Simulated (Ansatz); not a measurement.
# BAs (F-43m) in Ansatz: equation of state

Aim: energy against volume of BAs in PBE, for its equilibrium volume and stiffness.

Everything below comes from runs of Ansatz 0.2.0. Logs are shortened: lines on timing, memory, paths and dates and some standing lists are left out, and cuts for length are marked.

**Measured values to compare with.**

“Basic Physical Properties of Cubic Boron Arsenide”, 2019, arxiv:1911.11281 quotes, for a bulk crystal of BAs: bulk modulus 148 GPa.

How close the calculation comes is told below.

**1. The structure**

The structure is cubic, space group F-43m (No. 216). Conventional cell: a = 4.777 Å, b = 4.777 Å, c = 4.777 Å, α = 90.00°, β = 90.00°, γ = 90.00°. As (site symmetry -43m) has 4 B at 2.07 Å as nearest neighbours. B (site symmetry -43m) has 4 As at 2.07 Å as nearest neighbours.

**2. Single point, PBE, 12.81 Å³/atom (volume scaled by 0.94)**

The input, input.yaml:

```yaml
crystal:
  lattice:
    - [0.0, 2.3397414207, 2.3397414207]
    - [2.3397414207, 0.0, 2.3397414207]
    - [2.3397414207, 2.3397414207, 0.0]
  atoms:
    - { symbol: As, position: [0.75, 0.75, 0.75] }
    - { symbol: B, position: [0.0, 0.0, 0.0] }
hamiltonian:
  xc: pbe
  pseudopotentials: { kind: paw }
kpoints:
  mp_grid: { grid: [10, 10, 10] }
scf:
  occupations: { method: fermi_dirac, width: 0.05 }
output:
  forces: true
  stress: true
  eigenvalues: true
  write_density: true
  write_potential: true
  elf: true
  volumetric_format: npy
```

Potentials or basis: Ansatz PAW.

The run is started by

```
$ ansatz run input.yaml --threads 1 --pin off --max-ram 2560MiB --backend cpu --events-out ev --progress --plain --runs-dir out
```

What it wrote:

```text
Warning: RAYON_NUM_THREADS=1 ignored (pool sized by the plan → 1); use --threads N
Engine: ansatz 0.2.0, aarch64-unknown-linux-gnu
Pseudopotentials: kind: paw
Pseudopotential: As, paw, valence charge 15, recommended cutoff 420 eV (normal), As.paw.azcp
Pseudopotential: B, paw, valence charge 3, recommended cutoff 420 eV (normal), B.paw.azcp
Functional definition: PBE
  parameter kappa = 0.804
  parameter beta = 0.06672455060314922
  exchange = pbe_x(kappa = kappa, mu = beta*pi^2/3)
  correlation = pbe_c(beta = beta)
Crystal: 2 atoms, lattice volume = 25.617 Å³
Basis set: ecut = 420 eV, 531 PW (Γ), exchange–correlation on 48×48×48 points (8 copies of the dense FFT grid, shifted against one another)
Bands: 13, of which v1, the nominal top of the filled ones, is band 9 counted from 1 (8 counted from 0)
Symmetry: 24 space group operations
Space group: F-43m (ITA 216), of the structure as read, at distance tolerance 2.9e-5 Å
k-points: 47 of 1000 (time reversal used)
Non-local potential: As, projectors of the file, l = 0: 2, l = 1: 2, l = 2: 3, l = 3: 1
Non-local potential: B, projectors of the file, l = 0: 2, l = 1: 2, l = 2: 1
PAW form: soft (Blöchl's): semilocal exchange-correlation on the pseudo side does not see the compensation charge
PAW one-centre angular grid: As, 590 points (default); XC on 64 Gauss nodes
PAW one-centre angular grid: B, 110 points (default); XC on 64 Gauss nodes
Initial density: superposition of atomic densities (neutral atoms: chi_scale 0, normalization atom), corrected by the library's trained network
Initial wavefunctions: pseudopotential atomic-orbital guess
Functional: x = pbe(κ = 0.804, μ = 0.2195149727645171), c = pbe(β = 0.06672455060314922)
SCF iter   1: F=—  HF=-5012.023405 eV  |F-HF|=—  |Δ(HF+E_count)|=         —  Δρ=1.03e-3  dr2=2.20e-4  ethr=1.77e-3  ⟨swp⟩=5.6  Hψ=3522  notcnv=0
preconditioner: auto → none  [insulator: Δε(μ)=1.121 eV  Ē_g=12.914 eV  σ=0.050 eV  W_gap=1.00  n_scr=8 (ndim 8)  ℏωp=20.8 eV  f_vac=0.000  D(μ)=0.00/eV (n_scr^D=0)  ε∞_Penn≈3.6]
SCF iter   2: F=—  HF=-5012.023505 eV  |F-HF|=—  |Δ(HF+E_count)|=   9.99e-5  Δρ=5.94e-4  dr2=6.17e-5  ethr=1.22e-6  ⟨swp⟩=2.2  Hψ=1400  notcnv=0
SCF iter   3: F=—  HF=-5012.023518 eV  |F-HF|=—  |Δ(HF+E_count)|=   1.25e-5  Δρ=3.30e-4  dr2=1.34e-5  ethr=3.43e-7  ⟨swp⟩=2.0  Hψ=1027  notcnv=0
SCF iter   4: F=—  HF=-5012.023551 eV  |F-HF|=—  |Δ(HF+E_count)|=   3.30e-5  Δρ=6.56e-5  dr2=1.24e-6  ethr=7.45e-8  ⟨swp⟩=2.0  Hψ=1034  notcnv=0
SCF iter   5: F=—  HF=-5012.023549 eV  |F-HF|=—  |Δ(HF+E_count)|=   1.44e-6  Δρ=3.01e-5  dr2=2.94e-7  ethr=6.90e-9  ⟨swp⟩=2.0  Hψ=1030  notcnv=0
SCF iter   6: F=-5012.023549 eV  HF=-5012.023549 eV  |F-HF|=1.53e-8  |Δ(HF+E_count)|=   1.57e-7  Δρ=7.57e-6  dr2=9.42e-9  ethr=5.56e-10  ⟨swp⟩=8.5  Hψ=4284  notcnv=0
SCF 1 converged in 6 iterations: F = -5012.023549 eV  dr2 = 9.42e-9
SCF converged after 6 iterations
Free energy (F): -5012.023549 eV
Harris-Foulkes:  -5012.023549 eV  (|F-HF|=1.53e-8)
Internal energy: -5012.023549 eV  (E = F + TS)
E sigma→0 (E₀):  -5012.023549 eV
Entropy (-TS):   -0.000000 eV (-0.000 meV/atom)
Fermi energy:    12.683973 eV
--- Per-component energies (eV) ---
  E_band       = -195.009730
  E_kinetic    = 154.896364
  E_local      = -1639.232030  (includes V_loc(G=0)·N_el)
  E_nonlocal   = -657.662128
  E_hartree    = 919.507155
  E_xc         = -112.458702
  E_vxc        = -119.015884  (∫ρ·V_xc dr)
  E_paw        = -1915.335267  (= ΣΔE_a)
  E_vpaw       = 226.994248  (= ΣTr[D̂ρ^β])
  E_aug_tail   = 0.000004  (compensation charges beyond the density's cutoff)
  E_ewald      = -1761.738944
  E_smearing   = -0.000000  (= −TS)
  E_closure    = 0.000000  (closes the sum)
  Σ components = -5012.023549   (vs F -5012.023549, Δ=0.00e0)
--- Forces (eV/Å), atoms counted from 1 ---
  atom   1  As    -0.00000000     0.00000000    -0.00000000
  atom   2  B     -0.00000000     0.00000000    -0.00000000
  max |Σ_I F_I| component: 5.60e-16 eV/Å
--- Stress (GPa, compression-positive) ---
       12.765520      -0.000000      -0.000000
       -0.000000      12.765520       0.000000
       -0.000000       0.000000      12.765520
  P = ⅓ Tr σ = 12.7655 GPa (127.655 kbar)
--- Band table (eV; the first three rows and the last of 47) ---
  k-point 0: bands = ["-23.7590", "-23.7590", "-23.7590", "-23.7308", "-23.7308", "-3.8420", "12.1415", "12.1415", "12.1415", "15.5032", "15.5032", "15.5032", "17.6144"]
  k-point 1: bands = ["-23.7586", "-23.7580", "-23.7580", "-23.7308", "-23.7308", "-3.6682", "10.7057", "11.8184", "11.8184", "15.7655", "15.9279", "15.9279", "18.3655"]
  k-point 2: bands = ["-23.7575", "-23.7556", "-23.7556", "-23.7305", "-23.7305", "-3.1546", "8.2399", "11.2087", "11.2087", "15.6549", "16.6800", "16.6800", "19.8407"]
  k-point 46: bands = ["-23.7568", "-23.7474", "-23.7390", "-23.7350", "-23.7264", "0.8412", "3.7339", "6.4162", "6.6794", "16.7109", "17.1903", "20.3488", "20.4017"]
```

Run time: 2 s. Hardware: 1 thread of Arm Neoverse V2, shared host; peak memory 0.29 GiB.

Results:

```
Free energy            : -5012.0235 eV
Pressure               : 12.8 GPa
Band gap on the k mesh : 1.12 eV, indirect (least direct gap 3.36 eV)
```

**3. Single point, PBE, 13.08 Å³/atom (volume scaled by 0.96)**

The input, input.yaml:

```yaml
crystal:
  lattice:
    - [0.0, 2.3562190158, 2.3562190158]
    - [2.3562190158, 0.0, 2.3562190158]
    - [2.3562190158, 2.3562190158, 0.0]
  atoms:
    - { symbol: As, position: [0.75, 0.75, 0.75] }
    - { symbol: B, position: [0.0, 0.0, 0.0] }
hamiltonian:
  xc: pbe
  pseudopotentials: { kind: paw }
kpoints:
  mp_grid: { grid: [10, 10, 10] }
scf:
  occupations: { method: fermi_dirac, width: 0.05 }
output:
  forces: true
  stress: true
  eigenvalues: true
```

Potentials or basis: Ansatz PAW.

The run is started by

```
$ ansatz run input.yaml --threads 1 --pin off --max-ram 2560MiB --backend cpu --events-out ev --progress --plain --runs-dir out
```

Run time: 1.5 s. Hardware: 1 thread of Arm Neoverse V2, shared host; peak memory 0.28 GiB.

The run converged. Its results:

- Free energy: -5012.0606 eV
- Pressure: 9.1 GPa
- Band gap on the k mesh: 1.14 eV, indirect (least direct gap 3.33 eV)

**4. Single point, PBE, 13.35 Å³/atom (volume scaled by 0.98)**

Edit input.yaml of step 3 so:

```diff
@@ -2,5 +2,5 @@
   lattice:
-    - [0.0, 2.3562190158, 2.3562190158]
-    - [2.3562190158, 0.0, 2.3562190158]
-    - [2.3562190158, 2.3562190158, 0.0]
+    - [0.0, 2.3724693156, 2.3724693156]
+    - [2.3724693156, 0.0, 2.3724693156]
+    - [2.3724693156, 2.3724693156, 0.0]
   atoms:
```

The run is started by

```
$ ansatz run input.yaml --threads 1 --pin off --max-ram 2560MiB --backend cpu --events-out ev --progress --plain --runs-dir out
```

It took 1.4 s on 1 thread of Arm Neoverse V2, shared host; peak memory 0.28 GiB.

The run converged. Its results:

| Quantity | Value |
| --- | --- |
| Free energy | -5012.0858 eV |
| Pressure | 5.8 GPa |
| Band gap on the k mesh | 1.16 eV, indirect (least direct gap 3.31 eV) |

**5. Single point, PBE, 13.63 Å³/atom**

Edit input.yaml of step 4 so:

```diff
@@ -2,5 +2,5 @@
   lattice:
-    - [0.0, 2.3724693156, 2.3724693156]
-    - [2.3724693156, 0.0, 2.3724693156]
-    - [2.3724693156, 2.3724693156, 0.0]
+    - [0.0, 2.3885, 2.3885]
+    - [2.3885, 0.0, 2.3885]
+    - [2.3885, 2.3885, 0.0]
   atoms:
```

The run is started by

```
$ ansatz run input.yaml --threads 1 --pin off --max-ram 2560MiB --backend cpu --events-out ev --progress --plain --runs-dir out
```

It took 1.4 s on 1 thread of Arm Neoverse V2, shared host; peak memory 0.28 GiB.

It converged, with:

- Free energy: -5012.1003 eV
- Pressure: 2.8 GPa
- Band gap on the k mesh: 1.18 eV, indirect (least direct gap 3.28 eV)

**6. Single point, PBE, 13.90 Å³/atom (volume scaled by 1.02)**

Edit input.yaml of step 5 so:

```diff
@@ -2,5 +2,5 @@
   lattice:
-    - [0.0, 2.3885, 2.3885]
-    - [2.3885, 0.0, 2.3885]
-    - [2.3885, 2.3885, 0.0]
+    - [0.0, 2.4043183418, 2.4043183418]
+    - [2.4043183418, 0.0, 2.4043183418]
+    - [2.4043183418, 2.4043183418, 0.0]
   atoms:
```

Potentials or basis: Ansatz PAW.

The run is started by

```
$ ansatz run input.yaml --threads 1 --pin off --max-ram 2560MiB --backend cpu --events-out ev --progress --plain --runs-dir out
```

It took 1.4 s on 1 thread of Arm Neoverse V2, shared host; peak memory 0.28 GiB.

It converged, with:

```
Free energy            : -5012.1050 eV
Pressure               : 0.1 GPa
Band gap on the k mesh : 1.20 eV, indirect (least direct gap 3.26 eV)
```

**7. Single point, PBE, 14.17 Å³/atom (volume scaled by 1.04)**

Edit input.yaml of step 6 so:

```diff
@@ -2,5 +2,5 @@
   lattice:
-    - [0.0, 2.4043183418, 2.4043183418]
-    - [2.4043183418, 0.0, 2.4043183418]
-    - [2.4043183418, 2.4043183418, 0.0]
+    - [0.0, 2.419931236, 2.419931236]
+    - [2.419931236, 0.0, 2.419931236]
+    - [2.419931236, 2.419931236, 0.0]
   atoms:
```

The run is started by

```
$ ansatz run input.yaml --threads 1 --pin off --max-ram 2560MiB --backend cpu --events-out ev --progress --plain --runs-dir out
```

Wall time 1.5 s (1 thread of Arm Neoverse V2, shared host); peak memory 0.28 GiB.

Results (log left out):

| Quantity | Value |
| --- | --- |
| Free energy | -5012.1009 eV |
| Pressure | -2.4 GPa |
| Band gap on the k mesh | 1.22 eV, indirect (least direct gap 3.23 eV) |

**8. Single point, PBE, 14.44 Å³/atom (volume scaled by 1.06)**

Edit input.yaml of step 7 so:

```diff
@@ -2,5 +2,5 @@
   lattice:
-    - [0.0, 2.419931236, 2.419931236]
-    - [2.419931236, 0.0, 2.419931236]
-    - [2.419931236, 2.419931236, 0.0]
+    - [0.0, 2.4353452264, 2.4353452264]
+    - [2.4353452264, 0.0, 2.4353452264]
+    - [2.4353452264, 2.4353452264, 0.0]
   atoms:
```

Potentials or basis: Ansatz PAW.

The run is started by

```
$ ansatz run input.yaml --threads 1 --pin off --max-ram 2560MiB --backend cpu --events-out ev --progress --plain --runs-dir out
```

What it wrote:

```text
Warning: RAYON_NUM_THREADS=1 ignored (pool sized by the plan → 1); use --threads N
[... 9 set-up lines as earlier in the session ...]
Crystal: 2 atoms, lattice volume = 28.888 Å³
Basis set: ecut = 420 eV, 537 PW (Γ), exchange–correlation on 48×48×48 points (8 copies of the dense FFT grid, shifted against one another)
Bands: 13, of which v1, the nominal top of the filled ones, is band 9 counted from 1 (8 counted from 0)
[... 1 set-up line as earlier in the session ...]
Space group: F-43m (ITA 216), of the structure as read, at distance tolerance 3.1e-5 Å
k-points: 47 of 1000 (time reversal used)
[... 1 set-up line as earlier in the session ...]
[... 26 lines left out ...]
  E_local      = -1744.731006  (includes V_loc(G=0)·N_el)
  E_nonlocal   = -657.892469
  E_hartree    = 959.270555
  E_xc         = -110.515566
  E_vxc        = -116.452045  (∫ρ·V_xc dr)
  E_paw        = -1915.234058  (= ΣΔE_a)
  E_vpaw       = 226.941422  (= ΣTr[D̂ρ^β])
  E_aug_tail   = 0.000008  (compensation charges beyond the density's cutoff)
  E_ewald      = -1692.578751
  E_smearing   = -0.000000  (= −TS)
  E_closure    = 0.000000  (closes the sum)
  Σ components = -5012.088913   (vs F -5012.088913, Δ=0.00e0)
--- Forces (eV/Å), atoms counted from 1 ---
  atom   1  As     0.00000000     0.00000000     0.00000000
  atom   2  B     -0.00000000     0.00000000    -0.00000000
  max |Σ_I F_I| component: 5.55e-16 eV/Å
--- Stress (GPa, compression-positive) ---
       -4.621502      -0.000000       0.000000
        0.000000      -4.621502       0.000000
       -0.000000       0.000000      -4.621502
  P = ⅓ Tr σ = -4.6215 GPa (-46.215 kbar)
--- Band table (eV; the first three rows and the last of 47) ---
  k-point 0: bands = ["-25.5207", "-25.5207", "-25.5207", "-25.5029", "-25.5029", "-4.6667", "10.2190", "10.2190", "10.2190", "13.4291", "13.4291", "13.4291", "14.1662"]
  k-point 1: bands = ["-25.5204", "-25.5201", "-25.5201", "-25.5029", "-25.5029", "-4.5112", "8.8539", "9.9377", "9.9377", "13.4314", "13.8018", "13.8018", "15.1949"]
  k-point 2: bands = ["-25.5198", "-25.5186", "-25.5186", "-25.5027", "-25.5027", "-4.0536", "6.5840", "9.3965", "9.3965", "13.1371", "14.4886", "14.4886", "16.9308"]
  k-point 46: bands = ["-25.5195", "-25.5136", "-25.5084", "-25.5053", "-25.5001", "-0.6643", "2.3783", "5.2015", "5.4467", "14.7120", "14.9127", "17.7066", "17.8862"]
```

Run time: 1.5 s. Hardware: 1 thread of Arm Neoverse V2, shared host; peak memory 0.28 GiB.

What came out:

| Property | Result |
| --- | --- |
| Free energy | -5012.0889 eV |
| Pressure | -4.6 GPa |
| Band gap on the k mesh | 1.24 eV, indirect (least direct gap 3.21 eV) |

**9. Equation of state, PBE**

Potentials or basis: Ansatz PAW.

No new run: the results of the series are fitted here.

What came out:

- Equilibrium volume: 13.90 Å³/atom
- Bulk modulus: 131 GPa
- Pressure derivative of the bulk modulus: 4.1

Energy against volume, from the lowest point:
| volume (Å³/atom) | energy (meV/atom) |
| --- | --- |
| 12.809 | 40.72 |
| 13.081 | 22.17 |
| 13.354 | 9.60 |
| 13.626 | 2.36 |
| 13.899 | 0.00 |
| 14.171 | 2.03 |
| 14.444 | 8.04 |

**10. Comparison with measurements**

Step 9. Measured bulk modulus of BAs: 148 GPa (quoted in “Basic Physical Properties of Cubic Boron Arsenide”, 2019, arxiv:1911.11281). This calculation gives 131 GPa (-11.2 %). The fit is for a static lattice scaled at fixed shape and fixed fractional positions.
